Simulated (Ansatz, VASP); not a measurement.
**Ge12H13 (Ge wire along [111], 24 atoms a period, H-terminated): VASP beside Ansatz**

Wanted: the spread between two codes on one cell, functional and k mesh. The structure shown is the start of the Ansatz relaxation below; VASP solves that cell, so the two are compared at the walk's first step.

Program: Ansatz 0.2.0. Level of theory: plane waves, with VASP 6.6.1 beside it; single point at PBE. Results are calculated unless marked as measured.

### Step 1. The structure

The cell holds 50 atoms: 24 Ge and 26 H. Its edges and angles: a = 15.457 Å, b = 16.796 Å, c = 9.977 Å, α = 90.0°, β = 90.0°, γ = 90.0°. Vacuum lies along a and b. The structure's axis is c.

### Step 2. Ansatz: relaxation, PBE

Ansatz runs on its default PAW (the set named soft_2) files.

The two programs are compared at the cell with which this relaxation starts, whose forces are those of its first step.

File input.yaml:

```yaml
crystal:
  lattice:
    - [15.457, 0.0, 0.0]
    - [0.0, 16.796, 0.0]
    - [0.0, 0.0, 9.9766126516]
  atoms:
    - { symbol: Ge, position: [0.302370102, 0.640006995, 0.0] }
    - { symbol: Ge, position: [0.434120605, 0.43000073, 0.0] }
    - { symbol: Ge, position: [0.565871109, 0.640006995, 0.0] }
    - { symbol: Ge, position: [0.302370102, 0.640006995, 0.25] }
    - { symbol: Ge, position: [0.434120605, 0.43000073, 0.25] }
    - { symbol: Ge, position: [0.565871109, 0.640006995, 0.25] }
    - { symbol: Ge, position: [0.697621612, 0.43000073, 0.25] }
    - { symbol: H, position: [0.565871109, 0.272431238, 0.281211434] }
    - { symbol: H, position: [0.78002665, 0.613788608, 0.281211434] }
    - { symbol: H, position: [0.219965064, 0.596223293, 0.302121899] }
    - { symbol: H, position: [0.302370102, 0.727574398, 0.302121899] }
    - { symbol: H, position: [0.351715568, 0.386217028, 0.302121899] }
    - { symbol: H, position: [0.565871109, 0.727574398, 0.302121899] }
    - { symbol: H, position: [0.78002665, 0.386217028, 0.302121899] }
    - { symbol: Ge, position: [0.434120605, 0.570004907, 0.333333333] }
    - { symbol: Ge, position: [0.565871109, 0.359998641, 0.333333333] }
    - { symbol: Ge, position: [0.697621612, 0.570004907, 0.333333333] }
    - { symbol: Ge, position: [0.434120605, 0.570004907, 0.583333333] }
    - { symbol: Ge, position: [0.565871109, 0.359998641, 0.583333333] }
    - { symbol: Ge, position: [0.697621612, 0.570004907, 0.583333333] }
    - { symbol: H, position: [0.219965064, 0.54378652, 0.614544767] }
    - { symbol: H, position: [0.302370102, 0.412435415, 0.614544767] }
    - { symbol: H, position: [0.351715568, 0.333780255, 0.614544767] }
    - { symbol: H, position: [0.351715568, 0.753792785, 0.614544767] }
    - { symbol: H, position: [0.434120605, 0.20242915, 0.614544767] }
    - { symbol: H, position: [0.516525643, 0.753792785, 0.614544767] }
    - { symbol: H, position: [0.615216574, 0.753792785, 0.614544767] }
    - { symbol: H, position: [0.78002665, 0.753792785, 0.614544767] }
    - { symbol: H, position: [0.648276146, 0.31621494, 0.635455233] }
    - { symbol: H, position: [0.78002665, 0.526221205, 0.635455233] }
    - { symbol: Ge, position: [0.302370102, 0.500002818, 0.666666667] }
    - { symbol: Ge, position: [0.434120605, 0.289996553, 0.666666667] }
    - { symbol: Ge, position: [0.434120605, 0.710009083, 0.666666667] }
    - { symbol: Ge, position: [0.565871109, 0.500002818, 0.666666667] }
    - { symbol: Ge, position: [0.697621612, 0.710009083, 0.666666667] }
    - { symbol: Ge, position: [0.302370102, 0.500002818, 0.916666667] }
    - { symbol: Ge, position: [0.434120605, 0.289996553, 0.916666667] }
    - { symbol: Ge, position: [0.434120605, 0.710009083, 0.916666667] }
    - { symbol: Ge, position: [0.565871109, 0.500002818, 0.916666667] }
    - { symbol: Ge, position: [0.697621612, 0.710009083, 0.916666667] }
    - { symbol: H, position: [0.219965064, 0.683790697, 0.947878101] }
    - { symbol: H, position: [0.697621612, 0.342433327, 0.947878101] }
    - { symbol: H, position: [0.78002665, 0.473784431, 0.947878101] }
    - { symbol: H, position: [0.219965064, 0.456219117, 0.968788566] }
    - { symbol: H, position: [0.351715568, 0.246212851, 0.968788566] }
    - { symbol: H, position: [0.434120605, 0.797576487, 0.968788566] }
    - { symbol: H, position: [0.516525643, 0.246212851, 0.968788566] }
    - { symbol: H, position: [0.697621612, 0.797576487, 0.968788566] }
    - { symbol: H, position: [0.78002665, 0.666225382, 0.968788566] }
    - { symbol: Ge, position: [0.697621612, 0.43000073, 0.0] }
kpoints:
  mp_grid: { grid: [1, 1, 9] }
scf:
  occupations: { method: fermi_dirac, width: 0.05 }
hamiltonian:
  xc: pbe
relax:
  cell: { fix: [a, b, alpha, beta, gamma] }
  max_steps: 45
  f_tol: 0.03
```

The run is started by

```console
$ ansatz run input.yaml --threads 4 --pin off --max-ram 16384MiB --backend cpu --events-out ev --progress --plain --runs-dir out
```

Numbers of over 12 decimals in the logs are rounded to 6 here.

The program printed:

```text
Engine: ansatz 0.2.0, aarch64-unknown-linux-gnu
Pseudopotentials: kind: paw
Pseudopotential: Ge, paw, valence charge 14, recommended cutoff 420 eV (normal), Ge.paw.azcp
Pseudopotential: H, paw, valence charge 1, recommended cutoff 420 eV (normal), H.paw.azcp
Functional definition: PBE
  parameter kappa = 0.804
  parameter beta = 0.066725
  exchange = pbe_x(kappa = kappa, mu = beta*pi^2/3)
  correlation = pbe_c(beta = beta)
Crystal: 50 atoms, lattice volume = 2590.086 Å³
Basis set: ecut = 420 eV, 50631 PW (Γ), exchange–correlation on 216×240×144 points (8 copies of the dense FFT grid, shifted against one another)
Bands: 231, of which v1, the nominal top of the filled ones, is band 181 counted from 1 (180 counted from 0)
Symmetry: 1 space group operations
Space group: P1 (ITA 1), of the structure as read, at distance tolerance 1.4e-4 Å
k-points: 5 of 9 (time reversal used)
Non-local potential: Ge, projectors of the file, l = 0: 2, l = 1: 2, l = 2: 3, l = 3: 1
Non-local potential: H, projectors of the file, l = 0: 2, l = 1: 1
PAW form: soft (Blöchl's): semilocal exchange-correlation on the pseudo side does not see the compensation charge
PAW one-centre angular grid: Ge, 590 points (default); XC on 64 Gauss nodes
PAW one-centre angular grid: H, 110 points (default); XC on 64 Gauss nodes
Initial density: superposition of atomic densities (neutral atoms: chi_scale 0, normalization atom), corrected by the library's trained network
Initial wavefunctions: pseudopotential atomic-orbital guess
Functional: x = pbe(κ = 0.804, μ = 0.219515), c = pbe(β = 0.066725)
SCF iter   1: F=—  HF=-103486.139085 eV  |F-HF|=—  |Δ(HF+E_count)|=         —  Δρ=1.19e-3  dr2=5.93e-2  ethr=1.77e-3  ⟨swp⟩=6.6  Hψ=4726  notcnv=0  defer=54
preconditioner: auto → Resta (q_TF=auto, 1.965 Å⁻¹)  ε∞=1.4  [insulator: Δε(μ)=2.392 eV  Ē_g=21.590 eV  σ=0.050 eV  W_gap=1.00  n_scr=320 (ndim 8)  ℏωp=13.9 eV  f_vac=0.663  D(μ)=0.00/eV (n_scr^D=0)  ε∞_Penn≈1.4  vacuum switching on, ρ_ref=3.4e-2 e/Å³]
SCF iter   2: F=—  HF=-103486.147707 eV  |F-HF|=—  |Δ(HF+E_count)|=   8.62e-3  Δρ=5.32e-4  dr2=1.38e-2  ethr=1.64e-5  ⟨swp⟩=2.0  Hψ=2274  notcnv=0  defer=209
SCF iter   3: F=—  HF=-103486.152808 eV  |F-HF|=—  |Δ(HF+E_count)|=   5.10e-3  Δρ=2.61e-4  dr2=4.41e-3  ethr=3.80e-6  ⟨swp⟩=2.0  Hψ=1849  notcnv=0  defer=209
SCF iter   4: F=—  HF=-103486.154806 eV  |F-HF|=—  |Δ(HF+E_count)|=   2.00e-3  Δρ=1.00e-4  dr2=6.61e-4  ethr=1.22e-6  ⟨swp⟩=2.0  Hψ=1249  notcnv=0  defer=209
SCF iter   5: F=—  HF=-103486.154729 eV  |F-HF|=—  |Δ(HF+E_count)|=   7.72e-5  Δρ=4.25e-5  dr2=7.68e-5  ethr=1.83e-7  ⟨swp⟩=2.0  Hψ=1849  notcnv=0  defer=209
SCF iter   6: F=—  HF=-103486.155340 eV  |F-HF|=—  |Δ(HF+E_count)|=   6.10e-4  Δρ=1.34e-5  dr2=1.22e-5  ethr=2.12e-8  ⟨swp⟩=2.0  Hψ=1928  notcnv=0  defer=211
SCF iter   7: F=—  HF=-103486.155339 eV  |F-HF|=—  |Δ(HF+E_count)|=   8.44e-8  Δρ=6.23e-6  dr2=1.60e-6  ethr=3.36e-9  ⟨swp⟩=2.8  Hψ=1841  notcnv=0  defer=211
SCF iter   8: F=—  HF=-103486.155341 eV  |F-HF|=—  |Δ(HF+E_count)|=   1.28e-6  Δρ=2.48e-6  dr2=3.81e-7  ethr=4.42e-10  ⟨swp⟩=2.0  Hψ=1249  notcnv=0  defer=211
SCF iter   9: F=-103486.155341 eV  HF=-103486.155341 eV  |F-HF|=4.30e-8  |Δ(HF+E_count)|=   2.36e-7  Δρ=8.86e-7  dr2=3.38e-8  ethr=2.76e-11  ⟨swp⟩=4.0  Hψ=3281  notcnv=0
SCF 1 converged in 9 iterations: F = -103486.155341 eV  dr2 = 3.38e-8
  greatest PAW one-centre occupation: 0.998 electrons in one spin orbital (limit 2), on the Ge atom at site 32 (counted from 0), in its partial waves of l = 2
relax step   1: F+E_penalty+E_count = -103486.15534102 eV  Δ(F+E_penalty+E_count) = +0.000e0 eV  max|allowed force component| = 4.674e-1 eV/Å  Δτ_max = 0.0000 Å  P = -0.450 GPa  Ω = 2590.086 Å³  fix = [a, b, alpha, beta, gamma]  reactions: a -0.423, b -0.477 GPa; alpha -0.005, beta +0.009, gamma +0.049 GPa/rad  (9 SCF iters, dr2 threshold 1.00e-7 eV, accepted)
Crystal: 50 atoms, lattice volume = 2584.574 Å³
Basis set: ecut = 420 eV, 50571 PW (Γ), exchange–correlation on 216×240×144 points (8 copies of the dense FFT grid, shifted against one another)
Initial density: handed on by an earlier stage of this run
Initial wavefunctions: those handed on with the density
iter 1 solved again at ethr=1.39e-4 eV; its pass at ethr=3.10e-3 eV (dr2=5.04e-1 eV) is discarded
SCF iter   1: F=—  HF=-103486.594241 eV  |F-HF|=—  |Δ(HF+E_count)|=         —  Δρ=5.94e-3  dr2=5.16e-1  ethr=1.39e-4  ⟨swp⟩=6.6  Hψ=4801  notcnv=0  defer=1
preconditioner: auto → Resta (q_TF=auto, 1.966 Å⁻¹)  ε∞=1.4  [insulator: Δε(μ)=2.402 eV  Ē_g=21.720 eV  σ=0.050 eV  W_gap=1.00  n_scr=320 (ndim 8)  ℏωp=13.9 eV  f_vac=0.662  D(μ)=0.00/eV (n_scr^D=0)  ε∞_Penn≈1.4  vacuum switching on, ρ_ref=3.4e-2 e/Å³]
SCF iter   2: F=—  HF=-103486.516748 eV  |F-HF|=—  |Δ(HF+E_count)|=   7.75e-2  Δρ=2.79e-3  dr2=1.07e-1  ethr=1.39e-4  ⟨swp⟩=3.2  Hψ=1677  notcnv=0  defer=43
[...]
SCF converged after 6 iterations
Free energy (F): -103486.696435 eV
Harris-Foulkes:  -103486.696435 eV  (|F-HF|=4.07e-10)
Internal energy: -103486.696435 eV  (E = F + TS)
E sigma→0 (E₀):  -103486.696435 eV
Fermi energy:    -1.133698 eV
--- Per-component energies (eV) ---
  E_band       = -7055.423692
  E_kinetic    = 3003.402469
  E_local      = -197545.567394  (includes V_loc(G=0)·N_el)
  E_nonlocal   = 10104.990831
  E_hartree    = 93389.832630
  E_xc         = -2029.997469
  E_vxc        = -1828.888564  (∫ρ·V_xc dr)
  E_paw        = -48513.236376  (= ΣΔE_a)
  E_vpaw       = -7569.000475  (= ΣTr[D̂ρ^β])
  E_aug_tail   = -0.025602  (compensation charges beyond the density's cutoff)
  E_ewald      = 38103.904476
  E_smearing   = -0.000000  (= −TS)
  E_closure    = 0.000000  (closes the sum)
  Σ components = -103486.696435   (vs F -103486.696435, Δ=0.00e0)
--- Forces (eV/Å), atoms counted from 1 ---
  atom   1  Ge    -0.00438305     0.00270427    -0.01533944
  atom   2  Ge    -0.00762738    -0.00001341     0.00309430
  atom   3  Ge    -0.00380984     0.00674773     0.00303848
  atom   4  Ge     0.00490168    -0.00296385     0.00414549
  atom   5  Ge     0.00451487     0.00037682    -0.00352647
  atom   6  Ge     0.00198499    -0.00414661    -0.00354470
  atom   7  Ge    -0.00048061     0.00035563     0.00073316
  atom   8  H     -0.00030171    -0.00222405    -0.00043203
  atom   9  H      0.00176968     0.00131202    -0.00037728
  atom  10  H     -0.00117378     0.00020373    -0.00214515
  atom  11  H     -0.00074194     0.00092257    -0.00215748
  atom  12  H      0.00087342     0.00070225     0.00110784
  atom  13  H     -0.00023506    -0.00110865     0.00113750
  atom  14  H      0.00088597    -0.00056226     0.00008210
  atom  15  Ge     0.00430703    -0.00236155     0.00461342
  atom  16  Ge    -0.00149842     0.00098792     0.00509394
  atom  17  Ge    -0.00167329     0.00085972     0.00503517
  atom  18  Ge     0.00178923    -0.00108104     0.00392258
  atom  19  Ge    -0.00214575     0.00186504     0.00372363
  atom  20  Ge    -0.00261838     0.00095568     0.00369438
  atom  21  H     -0.00014651    -0.00824784    -0.00120495
  atom  22  H      0.00361471     0.01546504     0.00509712
  atom  23  H      0.00072802    -0.00650041    -0.00114565
  atom  24  H      0.00690518     0.00427162    -0.00133508
[...]
atom  43  H      0.00114646     0.00106866    -0.00130730
  atom  44  H      0.00112129     0.00071855     0.00043845
  atom  45  H      0.00025126     0.00121101    -0.00046178
  atom  46  H     -0.00013412    -0.00127039     0.00042780
  atom  47  H     -0.00088069     0.00017520    -0.00076813
  atom  48  H     -0.00096117    -0.00086358    -0.00047475
  atom  49  H     -0.00055639     0.00068708    -0.00084050
  atom  50  Ge     0.00074133    -0.00048366     0.00251158
  max |Σ_I F_I| component: 1.38e-6 eV/Å
--- Stress (GPa, compression-positive) ---
       -0.003364      -0.000873       0.001741
       -0.000873      -0.002498      -0.000973
        0.001741      -0.000973      -0.003698
  P = ⅓ Tr σ = -0.0032 GPa (-0.032 kbar)
--- Relaxed structure (9 steps of the walk, 9 accepted, 1 SCFs on fresh bases) ---
  F+E_penalty+E_count = -103486.69643544 eV   max|allowed force component| = 1.547e-2 eV/Å   (the final SCF, on the basis selected at the relaxed cell)
  cell:  # Å, volume = 2580.8870 Å³
    - [15.457, 0, 0]
    - [0, 16.796, 0]
    - [0, 0, 9.941180]
  atoms:
    - { symbol: Ge, position: [0.303237, 0.639546, -5.560009610017865e-6] }
    - { symbol: Ge, position: [0.431865, 0.431948, -0.00304625] }
    - { symbol: Ge, position: [0.562921, 0.640834, -0.00304635] }
    - { symbol: Ge, position: [0.301483, 0.640474, 0.246072] }
    - { symbol: Ge, position: [0.433068, 0.433835, 0.245990] }
    - { symbol: Ge, position: [0.561742, 0.638931, 0.245991] }
    - { symbol: Ge, position: [0.691098, 0.433466, 0.246003] }
    - { symbol: H, position: [0.561890, 0.277870, 0.280576] }
    - { symbol: H, position: [0.772922, 0.614245, 0.280561] }
    - { symbol: H, position: [0.219114, 0.598393, 0.298816] }
    - { symbol: H, position: [0.299879, 0.727158, 0.298821] }
    - { symbol: H, position: [0.350782, 0.390057, 0.297482] }
    - { symbol: H, position: [0.561802, 0.726401, 0.297482] }
    - { symbol: H, position: [0.773006, 0.389942, 0.298958] }
    - { symbol: Ge, position: [0.430713, 0.571817, 0.330890] }
    - { symbol: Ge, position: [0.562173, 0.365210, 0.332376] }
    - { symbol: Ge, position: [0.690876, 0.570346, 0.332377] }
    - { symbol: Ge, position: [0.430455, 0.571950, 0.580431] }
    - { symbol: Ge, position: [0.565025, 0.364612, 0.580127] }
    - { symbol: Ge, position: [0.692863, 0.568381, 0.580130] }
    - { symbol: H, position: [0.219487, 0.558575, 0.623506] }
    - { symbol: H, position: [0.286755, 0.423758, 0.606693] }
    - { symbol: H, position: [0.365297, 0.298370, 0.607593] }
    - { symbol: H, position: [0.337525, 0.746755, 0.623553] }
    - { symbol: H, position: [0.474483, 0.190910, 0.641526] }
    - { symbol: H, position: [0.498020, 0.760585, 0.606677] }
    - { symbol: H, position: [0.655259, 0.760662, 0.607617] }
    - { symbol: H, position: [0.811003, 0.727446, 0.641458] }
    - { symbol: H, position: [0.653803, 0.329731, 0.624301] }
    - { symbol: H, position: [0.770080, 0.515071, 0.624317] }
    - { symbol: Ge, position: [0.298520, 0.507999, 0.666972] }
    - { symbol: Ge, position: [0.452568, 0.278572, 0.675376] }
    - { symbol: Ge, position: [0.424651, 0.709071, 0.666976] }
    - { symbol: Ge, position: [0.560740, 0.502733, 0.665026] }
    - { symbol: Ge, position: [0.717576, 0.701036, 0.675359] }
    - { symbol: Ge, position: [0.302800, 0.502555, 0.913756] }
    - { symbol: Ge, position: [0.437001, 0.292869, 0.919202] }
    - { symbol: Ge, position: [0.431939, 0.708386, 0.913755] }
    - { symbol: Ge, position: [0.562006, 0.502060, 0.914412] }
    - { symbol: Ge, position: [0.696372, 0.706280, 0.919194] }
    - { symbol: H, position: [0.221601, 0.682938, 0.945267] }
    - { symbol: H, position: [0.693317, 0.346551, 0.946252] }
    - { symbol: H, position: [0.774003, 0.475174, 0.946261] }
    - { symbol: H, position: [0.220709, 0.459049, 0.966476] }
    - { symbol: H, position: [0.354785, 0.248443, 0.967034] }
    - { symbol: H, position: [0.431829, 0.795565, 0.966464] }
    - { symbol: H, position: [0.515298, 0.252195, 0.987580] }
    - { symbol: H, position: [0.697084, 0.794014, 0.967049] }
    - { symbol: H, position: [0.773797, 0.664201, 0.987553] }
    - { symbol: Ge, position: [0.691571, 0.433220, -0.000854753] }
```

[end of part 1 of 2]

[Lines on the potential files, build, host, timing and source positions are cut from VASP's logs without a mark.]

[Logs are printed without paths, hosts, clocks, repeated set-up lines and the standing remarks that a program may print on its own settings, such as how far it seeks lower states.]

[Hosts, paths, dates, database ids (printed as entryN), source tags and the programs' standing remarks are cut or masked in the printed files.]
